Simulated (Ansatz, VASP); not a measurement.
SbS3: VASP beside Ansatz

```
Sb S
1.0
    -2.77038    2.77038    2.77038
     2.77038   -2.77038    2.77038
     2.77038    2.77038   -2.77038
Sb S
1 3
Direct
  0.00000 0.00000 0.00000
  0.00000 0.50000 0.50000
  0.50000 0.00000 0.50000
  0.50000 0.50000 0.00000
```

Change from the starting cell: species swapped into the Sb3Au type (Im-3m, No. 229).

Alike in both runs: functional PBE; k mesh 4 × 4 × 4; occupations gaussian, width 0.1 eV; no spin polarisation.

Ansatz relaxed the structure, and its values are those at the end. VASP's run is a single point on that final structure, the one shown.

|  | VASP | Ansatz |
| --- | --- | --- |
| version | VASP 6.6.1 | Ansatz 0.2.0 |
| potentials or method | VASP PAW PBE potentials, release 64 (Sb, S) | scalar-relativistic, plane waves, PAW |
| plane-wave cutoff (eV) | 520 | 420 |
| valence electrons in the cell | 23 | 33 |

VASP gave:

- gap on the k mesh at the Fermi level (eV): none
- pressure (GPa): -0.2

Question: What did Ansatz give for the same quantities?

Answer: gap on the k mesh at the Fermi level (eV): none; pressure (GPa): 0.0.

A gap of «none» marks a metal or a gap that the smearing closes. With one functional, cell and mesh, what is left measures potentials, basis and numerics. The two sets of potentials don't hold the same shells in valence.

Caveats: the k mesh is coarse (spacing up to 0.40 Å⁻¹), so the values aren't converged. Spin-orbit coupling is left out, which matters for the levels of Sb.
